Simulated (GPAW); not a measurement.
Something may be wrong with this GPAW 26.7.0 calculation of SnTe.

run.py

```python
import json
import numpy as np
import spglib
from ase.constraints import FixSymmetry
from ase.filters import FrechetCellFilter
from ase.io import write
from ase.optimize import BFGS
from ase.spacegroup import crystal
from ase.stress import full_3x3_to_voigt_6_stress, voigt_6_to_full_3x3_strain, voigt_6_to_full_3x3_stress
from ase.units import GPa
from gpaw import GPAW, PW

# Te 4b
# Sn 4a
atoms = crystal(['Te', 'Sn'],
                basis=[[0.5, 0.0, 0.0],
                       [0.0, 0.0, 0.0]],
                spacegroup=225, setting=1,  # Fm-3m
                cellpar=[6.3017, 6.3017, 6.3017, 90.0, 90.0, 90.0],
                primitive_cell=True)

calc = GPAW(mode=PW(600),
            xc='MGGA_X_REVTPSS+MGGA_C_REVTPSS',
            kpts={'size': (4, 4, 4), 'gamma': True},
            occupations={'name': 'fermi-dirac', 'width': 0.05},
            setups={'Te': '16'},
            nbands=-9,
            convergence={'density': 1e-06, 'forces': 0.0001, 'eigenstates': 1e-09},
            maxiter=6,
            txt='gpaw.txt')
atoms.calc = calc
atoms.set_constraint(FixSymmetry(atoms))
BFGS(FrechetCellFilter(atoms), trajectory='relax.traj', logfile='-').run(fmax=0.005, steps=40)
atoms.set_constraint()
energy = atoms.get_potential_energy()
forces = atoms.get_forces()
stress = atoms.get_stress()
calc.write('gs.gpw')
write('result.traj', atoms)
print('Cell:', atoms.cell.cellpar().round(4))
print(atoms.get_scaled_positions().round(5))

gpts = tuple(int(n) for n in calc.get_number_of_grid_points())
cell = atoms.cell[:].T
dataset = spglib.get_symmetry((atoms.cell[:], atoms.get_scaled_positions(), atoms.numbers), symprec=1e-4)
rotations = [cell @ w @ np.linalg.inv(cell) for w in dataset['rotations']]
strains, clamped, relaxed = [], [], []
for v in [0, 3]:
    for e in (-0.005, 0.005):
        voigt = np.zeros(6)
        voigt[v] = e
        F = voigt_6_to_full_3x3_strain(voigt)
        a = atoms.copy()
        a.set_cell(atoms.cell[:] @ F, scale_atoms=True)
        c = GPAW(mode=PW(600),
                 xc='MGGA_X_REVTPSS+MGGA_C_REVTPSS',
                 kpts={'size': (4, 4, 4), 'gamma': True},
                 occupations={'name': 'fermi-dirac', 'width': 0.05},
                 setups={'Te': '16'},
                 nbands=-9,
                 convergence={'density': 1e-06, 'forces': 0.0001, 'eigenstates': 1e-09},
                 maxiter=6,
                 gpts=gpts,
                 txt=f'strain-{v}{e:+.3f}.txt')
        a.calc = c
        s0 = s1 = a.get_stress() - stress
        BFGS(a, logfile=None).run(fmax=0.003, steps=25)
        s1 = a.get_stress() - stress
        print(v, e, 'clamped', (s0 / GPa).round(3), 'relaxed', (s1 / GPa).round(3), flush=True)
        for R in rotations:  # images under the point group
            eps = R @ (F - np.eye(3)) @ R.T
            strains.append(full_3x3_to_voigt_6_stress(eps) * [1, 1, 1, 2, 2, 2])
            for s, rows in ((s0, clamped), (s1, relaxed)):
                rows.append(full_3x3_to_voigt_6_stress(R @ voigt_6_to_full_3x3_stress(s) @ R.T))

C0, C = (np.linalg.lstsq(np.array(strains), np.array(s), rcond=None)[0].T / GPa for s in (clamped, relaxed))
print('Clamped-ion Cij (GPa):')
print(C0.round(1))
print('Relaxed-ion Cij (GPa):')
print(C.round(1))
json.dump({'clamped': C0.tolist(), 'relaxed': C.tolist()}, open('elastic.json', 'w'))
```

Potentials or basis: GPAW PAW data sets (gpaw-data 1.2.1), other valence, pw.

The run is started by

```sh
$ OMP_NUM_THREADS=1 python run.py
```

gpaw.txt:

```text
__  _  _
 | _ |_)|_||  |
 |__||  | ||/\| - 26.7.0

Input parameters:
  mode=PW(ecut=600.0),
  convergence={'density': 1e-06, 'forces': 0.0001, 'eigenstates': 1e-09},
  kpts=MonkhorstPack(size=(4, 4, 4), gamma=True),
  maxiter=6,
  nbands=-9,
  occupations=Occupations(name='fermi-dirac', width=0.05),
  setups={'Te': '16'},
  xc=XC(name='MGGA_X_REVTPSS+MGGA_C_REVTPSS')

Diagonalizing LCAO Hamiltonian
Converting LCAO to pw mode

                 Te

       Sn

Atoms  # Å, Bohr magnetons
|   | symbol |        x |        y |        z |    initial magnetic moments |
|---|--------|----------|----------|----------|-----------------------------|
| 0 |     Te | 3.150850 | 3.150850 | 3.150850 | ( 0.0000,  0.0000,  0.0000) |
| 1 |     Sn | 0.000000 | 0.000000 | 0.000000 | ( 0.0000,  0.0000,  0.0000) |

Unit cell  # Å
| periodic |        x |        y |        z |  lengths |    angles |
|----------|----------|----------|----------|----------|-----------|
[... 140 lines left out ...]
    |    p |        |      23.515 |    1.270 |
    |    d |        |       1.367 |    1.185 |

    Using partial waves for Sn as LCAO basis

Reference energy: -352801.376744  # eV

eigensolver:
  PPCG
  Converge bands: occupied
  niter=2

density mixing:
  MSR1-Mixer
  Pratt-step length: 0.05
  Maximum mixing coefficient: 0.75
  Old densities: 10
  SVD Regularization: 0.005
  Good broyden scale: 1.0
  Trust region scale: 1.0
  Backstep threshold: 4.0
  History deletion threshold: 6.0
  Fourier metric: weight=20.0, sigma=0.015

occupation numbers:
  Fermi-Dirac:
    width: 0.0500  # eV

poisson solver:
  ecut: 4800.0  # eV

xc functional:
  name: MGGA_X_REVTPSS+MGGA_C_REVTPSS with 2 nearest neighbor stencil

convergence criteria:
- Maximum integral of absolute [dens]ity change: 1e-06 electrons / valence electron
- Maximum change in the atomic [forces] across last 2 cycles: 0.0001 eV/Ang OR
Maximum error relative to the maximum force is below inf
- Maximum integral of absolute [eigenst]ate change: 1e-09 eV^2 / valence electron
- Maximum [total energy] change in last 3 cyles: 0.0005 eV / valence electron
maximum number of iterations: 6

SCF iterations
|iter     | |      energy | eigst |  dens |force |
|---------|-|-------------|-------|-------|------|
|iter:   1| |  111.766570 | +2.26 |       |      |
|iter:   2| |   38.888732 | +0.55 | -0.87 |      |
|iter:   3| |   36.908983 | -0.86 | -1.68 |      |
|iter:   4| |   36.928241 | -2.19 | -1.66 |      |
|iter:   5| |   36.978242 | -3.20 | -1.93 |      |
|iter:   6| |   36.977418 | -4.21 | -2.18 |      |
```

On the terminal:

```text
Traceback (most recent call last):
  File "run.py", line 33, in <module>
  File "optimize/optimize.py", line 506, in run
  File "optimize/optimize.py", line 375, in run
  File "optimize/optimize.py", line 322, in irun
  File "ase/filters.py", line 31, in get_gradient
  File "ase/filters.py", line 602, in get_forces
  File "ase/atoms.py", line 2050, in get_stress
  File "new/ase_interface.py", line 302, in get_stress
  File "new/ase_interface.py", line 215, in calculate_property
  File "new/ase_interface.py", line 177, in iconverge
  File "new/calculation.py", line 252, in iconverge
  File "new/scf.py", line 130, in iterate
gpaw.KohnShamConvergenceError
```

How did it end, and where is the flaw?

The calculation stopped without meeting its thresholds. The input holds a flaw that was put in on purpose: too few SCF iterations allowed.
